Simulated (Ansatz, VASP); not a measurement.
# SiC (Moissanite 3C) in two plane-wave programs, part 2 of 2

Aim: how closely do two programs agree when they are given the same cell, functional and k mesh? The cell is taken from a series of runs on this material, whose earlier steps may have relaxed, scaled, displaced or heated it; both programs get it as it stands.

VASP 6.6.1 and Ansatz 0.2.0.

So far: Set-up; VASP: zone-centre phonons, LDA, pair 1.

## (3) Ansatz: zone-centre phonons, LDA, pair 1

Level of this step: Ansatz beside VASP: Kohn-Sham DFT, plane waves, LDA (Ansatz).

Ansatz runs on its PAW soft_1 files.

The same cell, functional (in two slightly different forms) and mesh now go to Ansatz, which takes its cutoff from its data sets.

input.yaml

```yaml
crystal:
  lattice:
    - [0.0, 2.1488620999, 2.2294701531]
    - [2.1488620999, 0.0, 2.2294701531]
    - [2.1488620999, 2.1488620999, 0.0]
  atoms:
    - { symbol: C, position: [0.75, 0.75, 0.75] }
    - { symbol: Si, position: [0.0, 0.0, 0.0] }
kpoints:
  mp_grid: { grid: [12, 12, 12] }
hamiltonian:
  xc: lda
  pseudopotentials: { kind: paw, azcp: { folder: soft_1 }, xc_functional: pbe }
scf:
  occupations: { method: fixed }
output:
  eigenvalues: true
phonons:
  method: dfpt
  dielectric: true
  rigid_motions: translations
```

Command:

```bash
$ ansatz run input.yaml --threads 4 --pin off --max-ram 10240MiB --backend cpu --events-out ev --progress --plain --runs-dir out
```

Numbers of over 12 decimals in the logs are rounded to 6 here.

Output:

```text
Engine: ansatz 0.2.0, aarch64-unknown-linux-gnu
Pseudopotentials: kind: paw
Pseudopotential: C, paw, valence charge 4, recommended cutoff 420 eV (normal), soft_1/C.paw.azcp
Pseudopotential: Si, paw, valence charge 4, recommended cutoff 420 eV (normal), soft_1/Si.paw.azcp
Functional definition: SPW92
  exchange = slater_x
  correlation = pw_c
Crystal: 2 atoms, lattice volume = 20.590 Å³
Basis set: ecut = 420 eV, 403 PW (Γ), exchange–correlation on 48×48×48 points (8 copies of the dense FFT grid, shifted against one another)
Bands: 8, of which v1, the nominal top of the filled ones, is band 4 counted from 1 (3 counted from 0)
Symmetry: 8 space group operations
k-points: 868 of 1728 (irreducible under 1 space group operation, time reversal used)
Non-local potential: C, projectors of the file, l = 0: 2, l = 1: 2, l = 2: 1
Non-local potential: Si, projectors of the file, l = 0: 2, l = 1: 2, l = 2: 1
PAW form: soft (Blöchl's): semilocal exchange-correlation on the pseudo side does not see the compensation charge
PAW frozen core: C, regenerated for the run's functional, and the local potential with it (the file was generated under x = pbe(κ = 0.804, μ = 0.219515), c = pbe(β = 0.066725))
PAW frozen core: Si, regenerated for the run's functional, and the local potential with it (the file was generated under x = pbe(κ = 0.804, μ = 0.219515), c = pbe(β = 0.066725))
PAW one-centre angular grid: C, 110 points (default); XC on 64 Gauss nodes
PAW one-centre angular grid: Si, 110 points (default); XC on 64 Gauss nodes
Initial density: superposition of atomic densities (chi_scale 0.1, normalization cell, long waves kept (reshape's long-wave potential 0.00 eV rms))
Initial wavefunctions: pseudopotential atomic-orbital guess
Functional: x = slater, c = lda
SCF iter   1: F=—  HF=-853.734707 eV  |F-HF|=—  |Δ(HF+E_count)|=         —  Δρ=1.38e-1  dr2=4.79e0  ethr=3.10e-3  ⟨swp⟩=4.5  Hψ=48411  notcnv=0  defer=997
preconditioner: auto → none  [insulator: Δε(μ)=3.152 eV  Ē_g=14.697 eV  n_scr=0 (ndim 8)  ℏωp=23.1 eV  f_vac=0.000  ε∞_Penn≈3.5]
SCF iter   2: F=—  HF=-852.296255 eV  |F-HF|=—  |Δ(HF+E_count)|=    1.44e0  Δρ=5.07e-2  dr2=3.51e-1  ethr=3.10e-3  ⟨swp⟩=3.0  Hψ=22292  notcnv=0  defer=1695
SCF iter   3: F=—  HF=-852.194529 eV  |F-HF|=—  |Δ(HF+E_count)|=   1.02e-1  Δρ=1.88e-2  dr2=3.85e-2  ethr=3.10e-3  ⟨swp⟩=2.2  Hψ=12811  notcnv=0  defer=1693
SCF iter   4: F=—  HF=-852.185882 eV  |F-HF|=—  |Δ(HF+E_count)|=   8.65e-3  Δρ=1.35e-3  dr2=1.86e-4  ethr=4.81e-4  ⟨swp⟩=2.0  Hψ=8679  notcnv=0  defer=1729
SCF iter   5: F=—  HF=-852.185960 eV  |F-HF|=—  |Δ(HF+E_count)|=   7.76e-5  Δρ=1.71e-4  dr2=1.99e-6  ethr=2.32e-6  ⟨swp⟩=2.3  Hψ=11005  notcnv=0  defer=1721
SCF iter   6: F=—  HF=-852.185961 eV  |F-HF|=—  |Δ(HF+E_count)|=   1.40e-6  Δρ=3.87e-5  dr2=1.40e-7  ethr=2.49e-8  ⟨swp⟩=2.2  Hψ=10453  notcnv=0  defer=185
SCF iter   7: F=—  HF=-852.185961 eV  |F-HF|=—  |Δ(HF+E_count)|=   3.45e-7  Δρ=6.22e-6  dr2=3.12e-9  ethr=1.75e-9  ⟨swp⟩=1.2  Hψ=7456  notcnv=0  defer=24
SCF iter   8: F=-852.185961 eV  HF=-852.185961 eV  |F-HF|=1.82e-12  |Δ(HF+E_count)|=  3.49e-10  Δρ=2.75e-7  dr2=6.27e-12  ethr=1.25e-12  ⟨swp⟩=8.3  Hψ=46236  notcnv=0
SCF 1 converged in 8 iterations: F = -852.185961 eV  dr2 = 6.27e-12
  greatest PAW one-centre occupation: 0.640 electrons in one spin orbital (limit 2), on the C atom at site 0 (counted from 0), in its partial waves of l = 0
NSCF: frozen V_eff on 3 k-points
DFPT response loops at Γ: preconditioner auto → none (the input reference at scf.mixing.eps_inf says where Resta's filter doesn't serve); β = 0.50; Broyden in place of MSR1
── the response to a field inside a basis, on 12×12×12 k-points: an SCF that follows is theirs, and a resumed run solves both again ──
Bands: 5, of which v1, the nominal top of the filled ones, is band 4 counted from 1 (3 counted from 0)
k-points: 468 of 1728 (irreducible under 2 space group operations, time reversal used)
Initial density: handed on by an earlier stage of this run
Initial wavefunctions: pseudopotential atomic-orbital guess (no wavefunctions were taken with the density)
Eigensolver: Dense (468 Hₖ)
SCF iter   1: F=—  HF=-852.186963 eV  |F-HF|=—  |Δ(HF+E_count)|=         —  Δρ=2.50e-4  dr2=1.62e-6  ethr=1.00e-1
preconditioner: auto → none  [insulator: Δε(μ)=1.272 eV  Ē_g=10.611 eV  n_scr=0 (ndim 8)  ℏωp=23.1 eV  f_vac=0.000  ε∞_Penn≈5.8]
SCF iter   2: F=—  HF=-852.186964 eV  |F-HF|=—  |Δ(HF+E_count)|=   9.29e-7  Δρ=1.25e-4  dr2=4.10e-7  ethr=2.02e-8
SCF iter   3: F=—  HF=-852.186965 eV  |F-HF|=—  |Δ(HF+E_count)|=   3.88e-7  Δρ=2.71e-5  dr2=1.12e-7  ethr=5.12e-9
SCF iter   4: F=-852.186965 eV  HF=-852.186965 eV  |F-HF|=1.96e-11  |Δ(HF+E_count)|=   2.93e-8  Δρ=1.86e-6  dr2=2.35e-10  ethr=1.40e-9
SCF 1 converged in 4 iterations: F = -852.186965 eV  dr2 = 2.35e-10
DFPT response loops at Γ: mixed as the last ones told, above
SCF converged after 8 iterations
Free energy (F): -852.185961 eV
Harris-Foulkes:  -852.185961 eV  (|F-HF|=1.82e-12)
Internal energy: -852.185961 eV  (E = F + TS)
E sigma→0 (E₀):  -852.185961 eV
Fermi energy:    9.402299 eV
--- Per-component energies (eV) ---
  E_band       = 27.463563
  E_kinetic    = 133.488809
  E_local      = -96.659786  (includes V_loc(G=0)·N_el)
  E_nonlocal   = 47.213017
  E_hartree    = 31.440586
  E_xc         = -104.924232
  E_vxc        = -108.763113  (∫ρ·V_xc dr)
  E_paw        = -577.577783  (= ΣΔE_a)
  E_vpaw       = -10.696580  (= ΣTr[D̂ρ^β])
  E_aug_tail   = 0.000048  (compensation charges beyond the density's cutoff)
  E_ewald      = -285.313784
  E_core_change = 0.147163  (= ΣΔE_core)
  E_smearing   = -0.000000  (= −TS)
  E_closure    = 0.000000  (closes the sum)
  Σ components = -852.185961   (vs F -852.185961, Δ=0.00e0)
--- Band table (eV; the first three rows and the last of 868) ---
  k-point 0: bands = ["-6.0524", "9.1366", "9.4023", "9.4023", "15.6185", "16.5154", "16.5154", "16.6037"]
  k-point 1: bands = ["-5.9155", "8.5717", "9.1397", "9.3185", "15.8227", "16.6120", "16.6991", "16.8349"]
  k-point 2: bands = ["-5.5087", "6.9535", "8.8532", "9.1111", "15.6146", "16.9999", "17.0923", "17.6493"]
  k-point 867: bands = ["-2.4116", "0.7251", "8.0222", "8.4823", "14.5883", "16.3512", "16.7486", "19.2643"]
--- Phonons (Γ-DFPT): 4 representative perturbations + reference, on 868 of 1728 k-points (Σ response iterations 12) ---
  k mesh reduced under 1 symmetry operation, with k and −k counted as one. Each operation leaves every solved perturbation unchanged. A smaller set is not considered because the run solves the response to a homogeneous field
  ASR residual: 1.271e-4 → 0.000e0 eV/Å²; symmetrization residual: 2.819e-7 eV/Å²
  ASR residual per site (eV/Å²): 1.27e-4 4.80e-5
  Γ frequencies (cm⁻¹): 0.00 0.00 0.00 780.51 780.51 786.71
  ε∞ (high-frequency dielectric tensor):
        6.921884     0.000000    -0.000000
        0.000000     6.921884     0.000000
       -0.000000     0.000000     7.091669
  ε⁰ (static dielectric tensor: ions relaxed, cell fixed):
       10.319387    -0.000000    -0.000000
       -0.000000    10.319387     0.000000
       -0.000000     0.000000    10.632888
  ε⁰ − ε∞ (ionic part):
        3.397504    -0.000000    -0.000000
       -0.000000     3.397504     0.000000
       -0.000000     0.000000     3.541219
  softest optical mode at Γ: 780.51 cm⁻¹; the repairs (sum rule, projections) moved no ω² at Γ by more than (1.71 cm⁻¹)²
  Born effective charges Z* (e; rows j = field, columns β = displacement):
    site 0:
        -2.69927    0.00000    0.00000
         0.00000   -2.69927   -0.00000
        -0.00000   -0.00000   -2.77768
    site 1:
         2.69927    0.00000   -0.00000
         0.00000    2.69927    0.00000
         0.00000    0.00000    2.77768
  Z* charge neutrality: 7.360e-5 e pre-enforcement
  solved inside a basis spanned on kpoints, on 12×12×12 k-points, its susceptibility summed on 16×16×16: ε∞ is read to err by 2.0e-2, Z* by 9.3e-3 e (field_mesh: kpoints solves on kpoints); Z* is corrected for what the basis lacks
  optical modes at Γ without the LO–TO term, one row a degenerate level:
      ω (cm⁻¹)  modes    IR ((D/Å)²/amu)
        780.51      2            39.9606
        786.71      1            21.1580
  optical modes at Γ + LO–TO along q̂ = [1.0000, 0.0000, 0.0000]:
      ω (cm⁻¹)  modes    IR ((D/Å)²/amu)
        780.51      1            19.9803
        786.71      1            21.1580
        953.00      1            19.9803
  optical modes at Γ + LO–TO along q̂ = [0.0000, 1.0000, 0.0000]:
      ω (cm⁻¹)  modes    IR ((D/Å)²/amu)
        780.51      1            19.9803
        786.71      1            21.1580
        953.00      1            19.9803
  optical modes at Γ + LO–TO along q̂ = [0.0000, 0.0000, 1.0000]:
      ω (cm⁻¹)  modes    IR ((D/Å)²/amu)
        780.51      2            39.9606
        963.31      1            21.1580
```

In the SCF lines HF is the Harris–Foulkes energy and dr2 the Hartree energy of the density residual, in eV; the loop may stop once dr2 is under the threshold and the program's other checks hold. Hψ counts applications of the Hamiltonian.

## (4) Side by side

Known differences besides the potentials themselves: fixed occupations in Ansatz, narrow Gaussian smearing in VASP; VASP's response is taken on the typed mesh, Ansatz refines its own for the field response alone; the cutoff is 420 eV in Ansatz and 600 eV in VASP; VASP's log shows a relativistic correction to its local exchange, Ansatz's none. Total energies have different zeros and are not compared.

Compared:

```
                                     quantity  Ansatz   VASP  difference
                                        ε∞ xx    6.92   6.94     -0.20 %
                                        ε∞ yy    6.92   6.94     -0.20 %
                                        ε∞ zz    7.09   7.10     -0.15 %
 Born charge of C1 (mean of the diagonal) (e)   -2.73  -2.71       -0.02
Born charge of Si2 (mean of the diagonal) (e)    2.73   2.71       +0.02
                   optical mode 1 to 2 (cm⁻¹)   780.5  780.1     +0.05 %
                        optical mode 3 (cm⁻¹)   786.7  786.3     +0.05 %
```

Modes are paired by rising frequency, not by their patterns, so a pair may set unlike modes beside each other; they are those without the splitting of longitudinal modes.

## (5) VASP: zone-centre phonons, LDA, pair 2

Second derivatives magnify differences that forces hide, and they need a tight electronic threshold. The cell compared in this pair holds 20.70 Å³, against 20.59 Å³ for the pair before.

INCAR

```
SYSTEM = SiC
PREC = Accurate
ENCUT = 600
EDIFF = 1E-08
NELM = 120
ISMEAR = 0
SIGMA = 0.01
LREAL = .FALSE.
ALGO = Normal
GGA = PW92
NBANDS = 10
LORBIT = 11
LWAVE = .FALSE.
LCHARG = .FALSE.
ISIF = 2
IBRION = 8
LEPSILON = .TRUE.
LASPH = .TRUE.
GGA_COMPAT = .FALSE.
EFERMI = MIDGAP
KPAR = 2
```

POSCAR

```
SiC
1.0
    0.0000000000      2.1442085486      2.2511154944
    2.1442085486      0.0000000000      2.2511154944
    2.1442085486      2.1442085486      0.0000000000
C Si
1 1
Direct
    0.7500000000      0.7500000000      0.7500000000
    0.0000000000      0.0000000000      0.0000000000
```

KPOINTS

```
Automatic mesh
0
Gamma
12 12 12
0 0 0
```

Potentials, in the order of the species: C and Si (LDA family, release 64).

Command:

```bash
$ mpirun -np 2 vasp_std
```

Output:

```text
[banner, memory and clock lines left out]
running    2 mpi-ranks, on    1 nodes
[...]
[... a notice as in an earlier step ...]

 LDA part: xc-table for (Slater(with rela. corr.)+PW92), standard interpolation
 POSCAR, INCAR and KPOINTS ok, starting setup
[...]
entering main loop
       N       E                     dE             d eps       ncg     rms          rms(c)
DAV:   1     0.452439558577E+01    0.45244E+01   -0.43775E+03  3324   0.765E+02
DAV:   2    -0.179436647714E+02   -0.22468E+02   -0.21552E+02  4278   0.118E+02
DAV:   3    -0.186555799706E+02   -0.71192E+00   -0.71060E+00  3862   0.190E+01
DAV:   4    -0.186588624645E+02   -0.32825E-02   -0.32822E-02  3764   0.161E+00
[...]
DAV:  11    -0.166214935081E+02   -0.33279E-06   -0.37620E-06  3880   0.128E-02    0.128E-02
DAV:  12    -0.166214932823E+02    0.22577E-06   -0.66059E-07  3414   0.427E-03    0.734E-04
DAV:  13    -0.166214932812E+02    0.10575E-08   -0.29323E-08  3616   0.111E-03
   1 F= -.16621493E+02 E0= -.16621493E+02  d E =0.000000E+00
[...]
RMM:  10    -0.140408920497E-01    0.74712E-08    0.39082E-09 15214   0.434E-06    0.879E-07
 first order change of Fermi-energy  -0.36028E-05
 force on displaced ion       2 direction 1 : -18.523  -0.000   0.000
 Born effective charge ion    2 direction 1 :   2.674   0.000   0.000
 Linear response progress:
  Degree of freedom:   4/  4
       N       E                     dE             d eps       ncg     rms          rms(c)
RMM:   1    -0.166230529777E-01   -0.16623E-01   -0.36822E-03 13081   0.894E-01
RMM:   2    -0.147207389154E-01    0.19023E-02   -0.63723E-04  8684   0.197E-01    0.134E-01
RMM:   3    -0.146325861893E-01    0.88153E-04   -0.54902E-05  8822   0.501E-02    0.759E-02
RMM:   4    -0.147150063371E-01   -0.82420E-04   -0.50319E-05  8822   0.480E-02    0.930E-03
[...]
RMM:   8    -0.147018245933E-01   -0.78335E-07   -0.21958E-10  9507   0.428E-05    0.210E-05
RMM:   9    -0.147018514792E-01   -0.26886E-07    0.41238E-10  9539   0.144E-05    0.319E-06
RMM:  10    -0.147018435497E-01    0.79295E-08    0.17149E-09  8915   0.404E-06    0.117E-06
 first order change of Fermi-energy   0.60501E+00
 force on displaced ion       2 direction 3 :  -0.000  -0.000 -18.880
 Born effective charge ion    2 direction 3 :   0.000   0.000   2.777
 Born effective charges drift removed
 Linear response finished
```

From OUTCAR (step 5):

```text
  Total       -0.0037566     -0.0037566     -1.8097186      0.0000000      0.0000000      0.0000000
  in kB       -0.2907628     -0.2907628   -140.0747375      0.0000000      0.0000000      0.0000000
  external PRESSURE =     -46.8854211 kB  Pullay stress =       0.0000000 kB

 POSITION                                       TOTAL-FORCE (eV/Angst)
 -----------------------------------------------------------------------------------
      3.21631      3.21631      3.37667        -0.000000     -0.000000     -0.000000
      0.00000      0.00000      0.00000         0.000000      0.000000      0.000000
 -----------------------------------------------------------------------------------
    total drift:                                0.000000      0.000000      0.000000

 MACROSCOPIC STATIC DIELECTRIC TENSOR (including local field effects in DFT)
 ------------------------------------------------------
           6.942848    -0.000000     0.000000
          -0.000000     6.942848     0.000000
           0.000000     0.000000     7.174462
 ------------------------------------------------------

 MACROSCOPIC STATIC DIELECTRIC TENSOR IONIC CONTRIBUTION
 ------------------------------------------------------
           3.377160     0.000000     0.000000
           0.000000     3.377160    -0.000000
           0.000000    -0.000000     3.571078
 ------------------------------------------------------

[... 1 part as in an earlier step ...]

[... 1 further part left out ...]
```

## (6) Ansatz: zone-centre phonons, LDA, pair 2

The same cell, functional (in two slightly different forms) and mesh now go to Ansatz, which takes its cutoff from its data sets.

The cell is taken from a series of runs on this material, whose earlier steps may have relaxed, scaled, displaced or heated it; both programs get it as it stands.

input.yaml, the sections that differ from step 3:

```yaml
crystal:
  lattice:
    - [0.0, 2.1442085486, 2.2511154944]
    - [2.1442085486, 0.0, 2.2511154944]
    - [2.1442085486, 2.1442085486, 0.0]
  atoms:
    - { symbol: C, position: [0.75, 0.75, 0.75] }
    - { symbol: Si, position: [0.0, 0.0, 0.0] }
# kpoints, hamiltonian, scf, output, phonons: as in step 3
```

Command:

```bash
$ ansatz run input.yaml --threads 4 --pin off --max-ram 10240MiB --backend cpu --events-out ev --progress --plain --runs-dir out
```

Output:

```text
[...]
Crystal: 2 atoms, lattice volume = 20.700 Å³
Basis set: ecut = 420 eV, 403 PW (Γ), exchange–correlation on 48×48×48 points (8 copies of the dense FFT grid, shifted against one another)
Bands: 8, of which v1, the nominal top of the filled ones, is band 4 counted from 1 (3 counted from 0)
Symmetry: 8 space group operations
k-points: 868 of 1728 (irreducible under 1 space group operation, time reversal used)
[...]
optical modes at Γ + LO–TO along q̂ = [1.0000, 0.0000, 0.0000]:
      ω (cm⁻¹)  modes    IR ((D/Å)²/amu)
[...]
optical modes at Γ + LO–TO along q̂ = [0.0000, 1.0000, 0.0000]:
      ω (cm⁻¹)  modes    IR ((D/Å)²/amu)
[...]
781.52      1            21.4246
        945.67      1            19.8419
  optical modes at Γ + LO–TO along q̂ = [0.0000, 0.0000, 1.0000]:
      ω (cm⁻¹)  modes    IR ((D/Å)²/amu)
        774.09      2            39.6837
        958.58      1            21.4246
[key lines of the parts left out:]
SCF converged after 8 iterations
Free energy (F): -852.170857 eV
Fermi energy:    9.369922 eV
```

## (7) Comparison

Compared:

```
                                     quantity  Ansatz   VASP  difference
                                        ε∞ xx    6.93   6.94     -0.20 %
                                        ε∞ yy    6.93   6.94     -0.20 %
                                        ε∞ zz    7.16   7.17     -0.13 %
 Born charge of C1 (mean of the diagonal) (e)   -2.72  -2.71       -0.02
Born charge of Si2 (mean of the diagonal) (e)    2.72   2.71       +0.02
                   optical mode 1 to 2 (cm⁻¹)   774.1  773.8     +0.04 %
                        optical mode 3 (cm⁻¹)   781.5  781.2     +0.04 %
```

Modes are paired by rising frequency, not by their patterns, so a pair may set unlike modes beside each other; they are those without the splitting of longitudinal modes.

## (8) What came out

```
r.m.s. difference of the optical zone-centre modes, each program's sorted by frequency (zone-centre phonons, LDA, pair 1) : 0.40 cm⁻¹
r.m.s. difference of the optical zone-centre modes, each program's sorted by frequency (zone-centre phonons, LDA, pair 2) : 0.33 cm⁻¹
```

In words: The r.m.s. difference of the optical zone-centre modes, each program's sorted by frequency is 0.40 cm⁻¹ (zone-centre phonons, LDA, pair 1). How closely two codes agree says nothing of how well the functional describes the real material.

[Lines on the potential files, build, host, timing and source positions are cut from VASP's logs without a mark.]

[Logs are printed without paths, hosts, clocks, repeated set-up lines and the standing remarks that a program may print on its own settings, such as how far it seeks lower states.]

[Hosts, paths, dates, database ids (printed as entryN), source tags and the programs' standing remarks are cut or masked in the printed files.]
